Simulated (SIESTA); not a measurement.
Al under changes of volume

One of the cells (16.669 Å³/atom); the others are scaled copies at fixed shape and fractional positions:

```
Al
1.0
     2.81246    0.00000    0.00000
    -1.40623    2.43566    0.00000
     0.00000    0.00000    4.86685
Al
2
Direct
  0.33333 0.66667 0.25000
  0.66667 0.33333 0.75000
```

This isn't the form of Al at room conditions, which is fcc.

* Program: SIESTA 5.4.2
* Functional: PBEsol
* Potentials or basis: PseudoDojo 0.4 standard (PBEsol files)
* Basis: DZP (energy shift 0.003 Ry)
* Grid cutoff: 500 Ry
* Energy shift: 0.003 Ry
* k mesh: 11 × 11 × 6
* Occupations: fermi-dirac, width 0.05 eV
* Spin: no spin polarisation

| volume (Å³/atom) | energy over the lowest point (meV/atom) | pressure (GPa) |
| --- | --- | --- |
| 15.669 | ? | ? |
| 16.003 | 2.28 | 2.1 |
| 16.336 | 0.00 | 0.2 |
| 16.669 | 1.37 | -1.4 |
| 17.003 | 5.95 | -2.9 |
| 17.336 | 13.36 | -4.2 |
| 17.670 | 23.30 | -5.3 |

Task: What does the run at 15.669 Å³/atom give?

Result: Energy over the lowest point 8.70 meV/atom; pressure 4.2 GPa.

Worked out: A Birch-Murnaghan fit of order 3 (a polynomial in V^(-2/3)) to the other rows has its minimum at 16.37 Å³/atom with B0 = V·E''(V) = 85 GPa and B' = 5.1 at fixed shape and positions, which overstates the stiffness. It gives 8.70 meV/atom at 15.669 Å³/atom, against the run's 8.70, and -dE/dV = 4.2 GPa, against 4.2.

Energies are extrapolated to zero smearing.

Caveats: the basis of atomic orbitals isn't converged, which shifts pressures, moduli and gaps.
